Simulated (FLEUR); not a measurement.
A run of FLEUR MaX-R8.1 (patched build s14) is set up as follows.

Contents of inp.xml:

```xml
<?xml version="1.0" encoding="UTF-8" standalone="no"?>
<fleurInput fleurInputVersion="0.39">
   <comment>
      PbS                                                                                                 
   </comment>
   <calculationSetup>
      <cutoffs Kmax="5.0" Gmax="25.0" GmaxXC="25.0" numbands="0"/>
      <scfLoop itmax="60" minDistance="0.00001" maxIterBroyd="15" imix="Anderson" alpha="0.05" precondParam="0.0" spinf="2.0"/>
      <coreElectrons ctail="T" frcor="F" kcrel="0" coretail_lmax="0"/>
      <xcFunctional name="pw91" relativisticCorrections="F"/>
      <magnetism jspins="1"/>
      <soc l_soc="F" theta="0.0" phi="0.0" spav="F"/>
      <expertModes spex="0" secvar="F"/>
      <geometryOptimization l_f="F" forcealpha="1.0" forcemix="BFGS" epsdisp="0.00001" epsforce="0.00001"/>
      <ldaU l_linMix="F" mixParam="0.05" spinf="1.0"/>
   </calculationSetup>
   <cell>
      <bzIntegration valenceElectrons="26.0" mode="hist" fermiSmearingEnergy="0.00073499">
         <kPointListSelection listName="default-1"/>
         <!-- k-points included here -->
         <xi:include xmlns:xi="http://www.w3.org/2001/XInclude" href="kpts.xml"> </xi:include>
      </bzIntegration>
      <!-- symmetry operations included here -->
      <xi:include xmlns:xi="http://www.w3.org/2001/XInclude" href="sym.xml"> </xi:include>
      <bulkLattice scale="1.0">
         <bravaisMatrix>
            <row-1>    0.0723765105721800     5.5449761242606650     5.6636112406369277</row-1>
            <row-2>    5.6353031432904199     0.0687104418904560     5.6672773093186528</row-2>
            <row-3>    5.6833532094606243     5.5966922591125927     0.0206603757202518</row-3>
         </bravaisMatrix>
      </bulkLattice>
   </cell>
   <atomSpecies>
      <species name="Lead (Pb)" element="Pb" atomicNumber="82">
         <mtSphere radius="2.66" gridPoints="879" logIncrement="0.015"/>
         <atomicCutoffs lmax="13" lnonsphr="8"/>
         <electronConfig flipSpins="F">
            <coreConfig>(1s1/2) (2s1/2) (2p1/2) (2p3/2) (3s1/2) (3p1/2) (3p3/2) (4s1/2) (3d3/2) (3d5/2) (4p1/2) (4p3/2) (4d3/2) (4d5/2) (4f5/2) (4f7/2) (5s1/2)</coreConfig>
            <valenceConfig>(5p1/2) (5p3/2) (6s1/2) (5d3/2) (5d5/2) (6p1/2) (6p3/2)</valenceConfig>
            <stateOccupation state="(6p1/2)" spinUp="0.333333" spinDown="0.333333"/>
            <stateOccupation state="(6p3/2)" spinUp="0.666667" spinDown="0.666667"/>
         </electronConfig>
         <energyParameters s="6" p="6" d="5" f="5"/>
         <lo type="SCLO" l="1" n="5" eDeriv="0"/>
         <lo type="SCLO" l="1" n="5" eDeriv="1"/>
         <lo type="SCLO" l="0" n="6" eDeriv="2"/>
         <lo type="SCLO" l="2" n="5" eDeriv="2"/>
         <lo type="SCLO" l="3" n="5" eDeriv="2"/>
      </species>
      <species name="Sulfur (S)" element="S" atomicNumber="16">
         <mtSphere radius="2.2" gridPoints="727" logIncrement="0.016"/>
         <atomicCutoffs lmax="11" lnonsphr="8"/>
         <electronConfig flipSpins="F">
            <coreConfig>(1s1/2) (2s1/2) (2p1/2) (2p3/2)</coreConfig>
            <valenceConfig>(3s1/2) (3p1/2) (3p3/2)</valenceConfig>
            <stateOccupation state="(3p1/2)" spinUp="0.666667" spinDown="0.666667"/>
            <stateOccupation state="(3p3/2)" spinUp="1.333333" spinDown="1.333333"/>
         </electronConfig>
         <energyParameters s="3" p="3" d="3" f="4"/>
         <lo type="SCLO" l="0" n="3" eDeriv="2"/>
         <lo type="SCLO" l="1" n="3" eDeriv="2"/>
         <lo type="SCLO" l="2" n="3" eDeriv="2"/>
         <lo type="SCLO" l="3" n="4" eDeriv="2"/>
      </species>
   </atomSpecies>
   <atomGroups>
      <atomGroup species="Lead (Pb)">
         <relPos label="                   1">.0000000000 .0000000000 .0000000000</relPos>
         <force calculate="T" relaxXYZ="TTT"/>
      </atomGroup>
      <atomGroup species="Sulfur (S)">
         <relPos label="                   2">1.000/2.000 1.000/2.000 1.000/2.000</relPos>
         <force calculate="T" relaxXYZ="TTT"/>
      </atomGroup>
   </atomGroups>
   <output dos="F" band="F" slice="F">
      <checks vchk="F" cdinf="F"/>
      <bandDOS minEnergy="-.5*Htr" maxEnergy="0.5*Htr" sigma="0.015" storeEVData="T"/>
      <vacuumDOS vacdos="F" integ="F" star="F" nstars="0" locx1="0.0" locy1="0.0" locx2="0.0" locy2="0.0" nstm="0" tworkf="0.0"/>
      <unfoldingBand unfoldBand="F" supercellX="1" supercellY="1" supercellZ="1"/>
      <plotting iplot="0" polar="F">
         <plot TwoD="T" vec1="  1.0  0.0  0.0" vec2="  0.0  1.0  0.0" vec3="  0.0  0.0  1.0" zero="  0.0  0.0  0.0" file="plot"/>
      </plotting>
      <chargeDensitySlicing numkpt="0" minEigenval="0.0" maxEigenval="0.0" nnne="0" pallst="F"/>
      <specialOutput eonly="F"/>
      <magneticCircularDichroism mcd="F" energyLo="-10.0" energyUp="0.0"/>
   </output>
  <!-- We include the file relax.xml here to enable relaxations (see documentation) -->
  <xi:include xmlns:xi="http://www.w3.org/2001/XInclude" href="relax.xml"> <xi:fallback/> </xi:include>
</fleurInput>
```

The input crystal.txt:

```
PbS
&input cartesian=F /
0.0383000000  2.9342750000  2.9970540000
2.9820740000  0.0363600000  2.9989940000
3.0075010000  2.9616420000  0.0109330000
1.8897261246
1.0 1.0 1.0

2
82 0.0000000000  0.0000000000  0.0000000000
16 0.5000000000  0.5000000000  0.5000000000

&kpt div1=5 div2=5 div3=5 gamma=T /
```

The input inp.xml (bands):

```
<?xml version="1.0" encoding="UTF-8" standalone="no"?>
<fleurInput fleurInputVersion="0.39">
   <comment>
      PbS                                                                                                 
   </comment>
   <calculationSetup>
      <cutoffs Kmax="5.0" Gmax="25.0" GmaxXC="25.0" numbands="0"/>
      <scfLoop itmax="60" minDistance="0.00001" maxIterBroyd="15" imix="Anderson" alpha="0.05" precondParam="0.0" spinf="2.0"/>
      <coreElectrons ctail="T" frcor="F" kcrel="0" coretail_lmax="0"/>
      <xcFunctional name="pw91" relativisticCorrections="F"/>
      <magnetism jspins="1"/>
      <soc l_soc="F" theta="0.0" phi="0.0" spav="F"/>
      <expertModes spex="0" secvar="F"/>
      <geometryOptimization l_f="F" forcealpha="1.0" forcemix="BFGS" epsdisp="0.00001" epsforce="0.00001"/>
      <ldaU l_linMix="F" mixParam="0.05" spinf="1.0"/>
   </calculationSetup>
   <cell>
      <bzIntegration valenceElectrons="26.0" mode="hist" fermiSmearingEnergy="0.00073499">
         <kPointListSelection listName="path-1"/>
         <!-- k-points included here -->
         <xi:include xmlns:xi="http://www.w3.org/2001/XInclude" href="kpts.xml"> </xi:include>
      </bzIntegration>
      <!-- symmetry operations included here -->
      <xi:include xmlns:xi="http://www.w3.org/2001/XInclude" href="sym.xml"> </xi:include>
      <bulkLattice scale="1.0">
         <bravaisMatrix>
            <row-1>    0.0723765105721800     5.5449761242606650     5.6636112406369277</row-1>
            <row-2>    5.6353031432904199     0.0687104418904560     5.6672773093186528</row-2>
            <row-3>    5.6833532094606243     5.5966922591125927     0.0206603757202518</row-3>
         </bravaisMatrix>
      </bulkLattice>
   </cell>
   <atomSpecies>
      <species name="Lead (Pb)" element="Pb" atomicNumber="82">
         <mtSphere radius="2.66" gridPoints="879" logIncrement="0.015"/>
         <atomicCutoffs lmax="13" lnonsphr="8"/>
         <electronConfig flipSpins="F">
            <coreConfig>(1s1/2) (2s1/2) (2p1/2) (2p3/2) (3s1/2) (3p1/2) (3p3/2) (4s1/2) (3d3/2) (3d5/2) (4p1/2) (4p3/2) (4d3/2) (4d5/2) (4f5/2) (4f7/2) (5s1/2)</coreConfig>
            <valenceConfig>(5p1/2) (5p3/2) (6s1/2) (5d3/2) (5d5/2) (6p1/2) (6p3/2)</valenceConfig>
            <stateOccupation state="(6p1/2)" spinUp="0.333333" spinDown="0.333333"/>
            <stateOccupation state="(6p3/2)" spinUp="0.666667" spinDown="0.666667"/>
         </electronConfig>
         <energyParameters s="6" p="6" d="5" f="5"/>
         <lo type="SCLO" l="1" n="5" eDeriv="0"/>
         <lo type="SCLO" l="1" n="5" eDeriv="1"/>
         <lo type="SCLO" l="0" n="6" eDeriv="2"/>
         <lo type="SCLO" l="2" n="5" eDeriv="2"/>
         <lo type="SCLO" l="3" n="5" eDeriv="2"/>
      </species>
      <species name="Sulfur (S)" element="S" atomicNumber="16">
         <mtSphere radius="2.2" gridPoints="727" logIncrement="0.016"/>
         <atomicCutoffs lmax="11" lnonsphr="8"/>
         <electronConfig flipSpins="F">
            <coreConfig>(1s1/2) (2s1/2) (2p1/2) (2p3/2)</coreConfig>
            <valenceConfig>(3s1/2) (3p1/2) (3p3/2)</valenceConfig>
            <stateOccupation state="(3p1/2)" spinUp="0.666667" spinDown="0.666667"/>
            <stateOccupation state="(3p3/2)" spinUp="1.333333" spinDown="1.333333"/>
         </electronConfig>
         <energyParameters s="3" p="3" d="3" f="4"/>
         <lo type="SCLO" l="0" n="3" eDeriv="2"/>
         <lo type="SCLO" l="1" n="3" eDeriv="2"/>
         <lo type="SCLO" l="2" n="3" eDeriv="2"/>
         <lo type="SCLO" l="3" n="4" eDeriv="2"/>
      </species>
   </atomSpecies>
   <atomGroups>
      <atomGroup species="Lead (Pb)">
         <relPos label="                   1">.0000000000 .0000000000 .0000000000</relPos>
         <force calculate="T" relaxXYZ="TTT"/>
      </atomGroup>
      <atomGroup species="Sulfur (S)">
         <relPos label="                   2">1.000/2.000 1.000/2.000 1.000/2.000</relPos>
         <force calculate="T" relaxXYZ="TTT"/>
      </atomGroup>
   </atomGroups>
   <output dos="F" band="T" slice="F">
      <checks vchk="F" cdinf="F"/>
      <bandDOS minEnergy="-.5*Htr" maxEnergy="0.5*Htr" sigma="0.015" storeEVData="T"/>
      <vacuumDOS vacdos="F" integ="F" star="F" nstars="0" locx1="0.0" locy1="0.0" locx2="0.0" locy2="0.0" nstm="0" tworkf="0.0"/>
      <unfoldingBand unfoldBand="F" supercellX="1" supercellY="1" supercellZ="1"/>
      <plotting iplot="0" polar="F">
         <plot TwoD="T" vec1="  1.0  0.0  0.0" vec2="  0.0  1.0  0.0" vec3="  0.0  0.0  1.0" zero="  0.0  0.0  0.0" file="plot"/>
      </plotting>
      <chargeDensitySlicing numkpt="0" minEigenval="0.0" maxEigenval="0.0" nnne="0" pallst="F"/>
      <specialOutput eonly="F"/>
      <magneticCircularDichroism mcd="F" energyLo="-10.0" energyUp="0.0"/>
   </output>
  <!-- We include the file relax.xml here to enable relaxations (see documentation) -->
  <xi:include xmlns:xi="http://www.w3.org/2001/XInclude" href="relax.xml"> <xi:fallback/> </xi:include>
</fleurInput>
```

Potentials or basis: all-electron, FLAPW.

The run is started by

```sh
$ inpgen -f crystal.txt -profile precise
$ # inp.xml edited to the form shown
$ fleur
$ fleur   # second run, on inp.xml (bands)
```

**Question.** Estimate the band gap along the path.

**Answer.** 0.24 eV, indirect (least direct gap 0.35 eV).

Core levels (eV from the Fermi level):
```
atom                                                                                                                                                                                                                                                     levels
1 Pb  1s1/2 -87985.2, 2s1/2 -15719.9, 2p1/2 -15094.8, 2p3/2 -12904.2, 3s1/2 -3769.8, 3p1/2 -3488.0, 3p3/2 -2999.3, 4s1/2 -850.1, 3d3/2 -2536.8, 3d5/2 -2432.8, 4p1/2 -728.2, 4p3/2 -608.5, 4d3/2 -410.1, 4d5/2 -387.8, 4f5/2 -131.0, 4f7/2 -126.0, 5s1/2 -139.2
 2 S                                                                                                                                                                                                    1s1/2 -2399.7, 2s1/2 -204.9, 2p1/2 -150.6, 2p3/2 -149.4
```

Caveat: spin-orbit coupling is left out, which moves the levels of the heavy elements.
